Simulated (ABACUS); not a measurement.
An input for ABACUS 3.10.1 (CuO (Tenorite)):

The input run_abacus.py:

```python
"""ABACUS run from a structure file: ASE reads it, the script writes STRU, KPT and INPUT."""
import re
import subprocess
from ase.io import read
from ase.units import Bohr

atoms = read("CuO.cif")
atoms = atoms[(-atoms.numbers).argsort(kind="stable")]  # ABACUS lists atoms element by element
pseudo = {'Cu': 'Cu.paw.z_11.ld1.psl.v1.0.0-low.upf', 'O': 'O.pbe-n-kjpaw_psl.0.1.UPF'}
orbital = {}
magmoms = None
kmesh = [8, 8, 4]
params = {
    'suffix': 'CuO',
    'calculation': 'scf',
    'basis_type': 'pw',
    'pseudo_dir': './',
    'symmetry': 1,
    'dft_functional': 'GGA_X_OPTX+GGA_C_LYP',
    'ecutwfc': 55,
    'pseudo_rcut': 10,
    'nspin': 1,
    'nbands': 27,
    'ks_solver': 'dav',
    'smearing_method': 'fd',
    'smearing_sigma': 0.00367493,
    'scf_thr': 1e-08,
    'scf_nmax': 100,
    'mixing_type': 'broyden',
    'mixing_beta': 0.7,
    'cal_force': 1,
    'cal_stress': 1,
    'ecutrho': 440,
    'out_chg': 1,
    'out_pot': 2,
    'out_elf': 0,
    'kpar': 4,
}

symbols = atoms.get_chemical_symbols()
elements = list(dict.fromkeys(symbols))
lines = ["ATOMIC_SPECIES"] + [f"{e} {atoms.get_masses()[symbols.index(e)]:.4f} {pseudo[e]}" for e in elements]
if orbital:
    lines += ["", "NUMERICAL_ORBITAL"] + [orbital[e] for e in elements]
lines += ["", "LATTICE_CONSTANT", f"{1 / Bohr:.10f}", "", "LATTICE_VECTORS"]
lines += [" ".join(f"{x:.10f}" for x in v) for v in atoms.cell]
lines += ["", "ATOMIC_POSITIONS", "Direct"]
for e in elements:
    lines += ["", e, "0.0", str(symbols.count(e))]
    for i, p in enumerate(atoms.get_scaled_positions(wrap=False)):
        if symbols[i] == e:
            mag = "" if magmoms is None else " mag " + " ".join(str(x) for x in (magmoms[i] if isinstance(magmoms[i], list) else [magmoms[i]]))
            lines.append(" ".join(f"{x:.10f}" for x in p) + " 1 1 1" + mag)
open("STRU", "w").write("\n".join(lines) + "\n")
open("KPT", "w").write("K_POINTS\n0\nGamma\n%d %d %d 0 0 0\n" % tuple(kmesh))
open("INPUT", "w").write("INPUT_PARAMETERS\n" + "".join(f"{k:<20s}{v}\n" for k, v in params.items()))

done = subprocess.run(['mpirun', '-np', '4', 'abacus'])
if done.returncode:
    raise SystemExit(done.returncode)
log = open("OUT.CuO/running_scf.log").read()
print("final energy (eV):", re.findall(r"FINAL_ETOT_IS (\S+)", log))
```

The input CuO.cif:

```cif
data_CuO
_cell_length_a 2.90048429
_cell_length_b 2.90048429
_cell_length_c 5.12880000
_cell_angle_alpha 97.69011930
_cell_angle_beta 97.69011930
_cell_angle_gamma 72.31471463
_space_group_name_H-M_alt 'P1'
_space_group_name_Hall 'P 1'
_space_group_IT_number 1
loop_
_space_group_symop_operation_xyz
'x,y,z'
loop_
_atom_site_label
_atom_site_type_symbol
_atom_site_symmetry_multiplicity
_atom_site_Wyckoff_symbol
_atom_site_fract_x
_atom_site_fract_y
_atom_site_fract_z
_atom_site_occupancy
Cu1 Cu 1 a 0.5000000000 0.0000000000 0.5000000000 1
Cu2 Cu 1 a 0.0000000000 0.5000000000 0.0000000000 1
O1 O 1 a 0.4184000000 0.5816000000 0.7500000000 1
O2 O 1 a 0.5816000000 0.4184000000 0.2500000000 1
```

Potentials or basis: SSSP 1.3 efficiency PBE, plane waves.

The run is started by

```bash
$ OMP_NUM_THREADS=1 python run_abacus.py > log
```

**Question.** How does this run end?

**Answer.** The run stopped without a result. It printed:

running log:

```text
ABACUS v3.10.1

               Atomic-orbital Based Ab-initio Computation at UStc

 ------------------------------------------------------------------------------------

 READING GENERAL INFORMATION
                           global_out_dir = OUT.CuO/
                           global_in_card = INPUT
                               pseudo_dir = ./
[... 42 lines left out ...]
 The esolver type has been set to : ksdft_pw

 !!!!!!!!!!!!!!!!!!!!!!!!!!!!!!!!!!!!!!!!!!!!!!!!!!!!!!!!!
                         NOTICE
 !!!!!!!!!!!!!!!!!!!!!!!!!!!!!!!!!!!!!!!!!!!!!!!!!!!!!!!!!

 Pseudopotential data do not match.
 CHECK IN FILE : OUT.CuO/warning.log

 !!!!!!!!!!!!!!!!!!!!!!!!!!!!!!!!!!!!!!!!!!!!!!!!!!!!!!!!!
                         NOTICE
 !!!!!!!!!!!!!!!!!!!!!!!!!!!!!!!!!!!!!!!!!!!!!!!!!!!!!!!!!
 Check in file : OUT.CuO/warning.log
```

On the terminal:

```text
ABACUS
v3.10.1

               Atomic-orbital Based Ab-initio Computation at UStc

 !!!!!!!!!!!!!!!!!!!!!!!!!!!!!!!!!!!!!!!!!!!!!!!!!!!!!!!!!
                         NOTICE
 !!!!!!!!!!!!!!!!!!!!!!!!!!!!!!!!!!!!!!!!!!!!!!!!!!!!!!!!!

 Pseudopotential data do not match.
 CHECK IN FILE : OUT.CuO/warning.log

 !!!!!!!!!!!!!!!!!!!!!!!!!!!!!!!!!!!!!!!!!!!!!!!!!!!!!!!!!
                         NOTICE
 !!!!!!!!!!!!!!!!!!!!!!!!!!!!!!!!!!!!!!!!!!!!!!!!!!!!!!!!!
```
